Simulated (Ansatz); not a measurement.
## Fe: how the free axis answers a strain

Fe, Im-3m, a = 2.832 Å. Ansatz: PBE, PAW, 420 eV, Γ-centred 14×14×14 mesh on 2 atoms, Gaussian smearing 0.10 eV; collinear spin, largest moment 2.2 μB. Series: biaxial strain in the a-b plane, c and atoms relaxed; x is the strain in per cent. y is the change of c in per cent of 2.832 Å.

| x (%) | y (%) |
| --- | --- |
| -4.5 | ? |
| -3.0 | 3.64 |
| -1.5 | 1.61 |
| 0.0 | 0.00 |
| 1.5 | -1.44 |
| 3.0 | -2.73 |
| 4.5 | -3.95 |

**Question.** Fit y = c1 x + c2 x² to the other rows, say what c1 measures, and predict the missing y.

**Answer.** Least squares on the rows shown. y = −1.063 x + 0.04372 x². With no stress along c, c1 = −2C12/C11 = -1.063. With a term in x³ added, the coefficient of x becomes -1.018, 4 % less, which shows how far this figure hangs on the form. At x = -4.5 the fit asked for gives 5.67 %. The run gave 6.21 %, so the fit is 0.54 % too low, 5.3 % of the span of the series, against an rms of 0.06 % on the fitted rows. The row lies outside the fitted range. With a term in x³ added, a fit to the same known rows predicts 6.00 %, so most of the miss is curvature that the known rows already hold.